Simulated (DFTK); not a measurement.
## Ge under changes of volume

One of the cells (22.639 Å³/atom); the others are scaled copies at fixed shape and fractional positions:

```xyz
2
Lattice="0.0000 2.8289 2.8289 2.8289 0.0000 2.8289 2.8289 2.8289 0.0000" Properties=species:S:1:pos:R:3 pbc="T T T"
Ge    4.2434    4.2434    4.2434
Ge    2.8289    2.8289    2.8289
```

- Program: DFTK 0.8.2
- Functional: PBEsol
- Potentials or basis: dojo.nc.sr.pbesol.v0_4_1.standard.upf (PBEsol)
- Cutoff: 1061 eV
- k mesh: 8 × 8 × 8
- Occupations: fermi-dirac, width 0.05 eV
- Spin: no spin polarisation

| volume (Å³/atom) | energy over the lowest point (meV/atom) | pressure (GPa) |
| --- | --- | --- |
| 21.281 | ? | ? |
| 21.733 | 12.01 | 3.7 |
| 22.186 | 3.82 | 2.1 |
| 22.639 | 0.01 | 0.6 |
| 23.092 | 0.00 | -0.7 |
| 23.545 | 3.53 | -1.8 |
| 23.997 | 10.24 | -2.9 |

Q: What does the run at 21.281 Å³/atom give?

A: Energy over the lowest point 25.24 meV/atom; pressure 5.6 GPa.

Worked out: A Birch-Murnaghan fit of order 3 (a polynomial in V^(-2/3)) to the other rows has its minimum at 22.86 Å³/atom with B0 = V·E''(V) = 66 GPa and B' = 4.1. It gives 24.89 meV/atom at 21.281 Å³/atom, against the run's 25.24, and -dE/dV = 5.5 GPa, against 5.6.

Energies are extrapolated to zero smearing.
